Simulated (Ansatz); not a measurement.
Varying the input for Te₂Mo

The reference input for Ansatz (plane-wave DFT with PAW):

```yaml
crystal:
  lattice:
    - [3.560232814, 0.0, 0.0]
    - [-1.780116407, 3.0832520603, 0.0]
    - [0.0, 0.0, 17.52405782]
  atoms:
    - { symbol: Te, position: [0.33333333, 0.66666667, 0.89785545] }
    - { symbol: Te, position: [0.33333333, 0.66666667, 0.10214455] }
    - { symbol: Mo, position: [0.0, 0.0, 0.0] }
basis:
  ecutwfc: 420
kpoints:
  mp_grid: { grid: [6, 6, 1] }
hamiltonian:
  xc: pbe
scf:
  occupations: { method: gaussian, width: 0.1 }
output:
  forces: true
  stress: true
  eigenvalues: true
```

Command:

```bash
ansatz run input.yaml --threads 1 --pin off --max-ram 1331MiB --backend cpu --events-out ev --progress --plain --runs-dir out
```

The run converges in 7 SCF iterations on 7 irreducible k-points: pressure 0.32 GPa, largest force 0.222 eV/Å, gap on the sampled k-points 1.05 eV.

These settings were drawn at random to show what each does; none of the numbers is a converged property of the crystal. Each trial's input is given as a difference from the reference's; energies are extrapolated to zero smearing where there is one, and pressure is positive in compression.

Trial 1:

```diff
 basis:
-  ecutwfc: 420
+  ecutwfc: 360
 kpoints:
+  band_path: { path: [[0, 0, 0], [0.5, 0, 0], [0.5, 0.5, 0.5]], npoints: 4 }
```

The run converges in 7 SCF iterations on 7 irreducible k-points: energy 1.49 meV per atom above the reference, pressure 0.32 GPa, largest force 0.222 eV/Å, gap on the sampled k-points 1.05 eV. It warns that the cutoff lies under the recommended one, 420 eV for these potentials.

Trial 2:

```diff
 basis:
-  ecutwfc: 420
+  ecutwfc: 30
 hamiltonian:
-  xc: pbe
+  xc: revpbe
 scf:
-  occupations: { method: gaussian, width: 0.1 }
+  occupations: { method: tetrahedron }
+  eigensolver: { mixed_precision: false }
+  max_iter: 60
```

The run converges in 20 SCF iterations on 7 irreducible k-points: pressure 387 GPa (unreliable at so low a cutoff), largest force 183.706 eV/Å (unreliable too), no gap. It warns that the printed bands weren't solved further after the SCF; that the cutoff lies under the recommended one, 420 eV for these potentials; that forces and stress under tetrahedra may miss the energy's slope. Forces of revPBE on these PAW sets can be off by 10 %.